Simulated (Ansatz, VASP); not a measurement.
**One calculation of K, two programs**

File INCAR:

```
SYSTEM = K
ALGO = Normal
EDIFF = 1E-7
EDIFFG = -0.005
ENCUT = 600
GGA = PS
IBRION = 2
ISIF = 3
ISMEAR = -1
LASPH = .True.
LCHARG = .False.
LREAL = .False.
LWAVE = .False.
NELM = 60
NSW = 80
PREC = Accurate
SIGMA = 0.05
```

KPOINTS

```
k-points
0
Gamma
  7 7 7
  0 0 0
```

File POSCAR:

```
K
1.0
   -2.6975585167      2.6975585167      2.6975585167
    2.6975585167     -2.6975585167      2.6975585167
    2.6975585167      2.6975585167     -2.6975585167
K
1
Direct
    0.0000000000      0.0000000000      0.0000000000
```

input.yaml

```yaml
crystal:
  lattice:
    - [-2.6975585167, 2.6975585167, 2.6975585167]
    - [2.6975585167, -2.6975585167, 2.6975585167]
    - [2.6975585167, 2.6975585167, -2.6975585167]
  atoms:
    - { symbol: K, position: [0.0, 0.0, 0.0] }
kpoints:
  mp_grid: { grid: [7, 7, 7] }
scf:
  occupations: { method: fermi_dirac, width: 0.05 }
hamiltonian:
  xc: pbesol
  pseudopotentials: { kind: all_electron, lapw: { basis_error: 0.001 } }
output:
  forces: true
  stress: true
relax:
  f_tol: 0.005
  max_steps: 60
  cell: {}
```

Alike in both runs: task relaxation of cell and atoms; functional PBEsol; k mesh 7 × 7 × 7; occupations fermi-dirac, width 0.05 eV; no spin polarisation.

|  | VASP | Ansatz |
| --- | --- | --- |
| version | VASP 6.6.1 | Ansatz 0.2.0 |
| potentials or method | VASP PAW PBE potentials, release 64 (K_sv) | all-electron LAPW, scalar-relativistic |
| plane-wave cutoff (eV) | 600 | see its input |

VASP gave:

| Quantity | Value |
| --- | --- |
| relaxed volume (Å³/atom) | 70.71 |
| relaxed cell length with the largest relative difference (Å) | 4.512 |
| energy change over the relaxation (meV/atom) | -8 |

**Question.** What did Ansatz give for the same quantities?

**Answer.** Relaxed volume (Å³/atom): 70.97; relaxed cell length with the largest relative difference (Å): 4.518; energy change over the relaxation (meV/atom): -8.

Ansatz ran all-electron here, so the differences hold the error of VASP's frozen core and of both bases.

Caveats: the PAW data sets were made with another functional, which shifts forces and pressure a little (VASP).
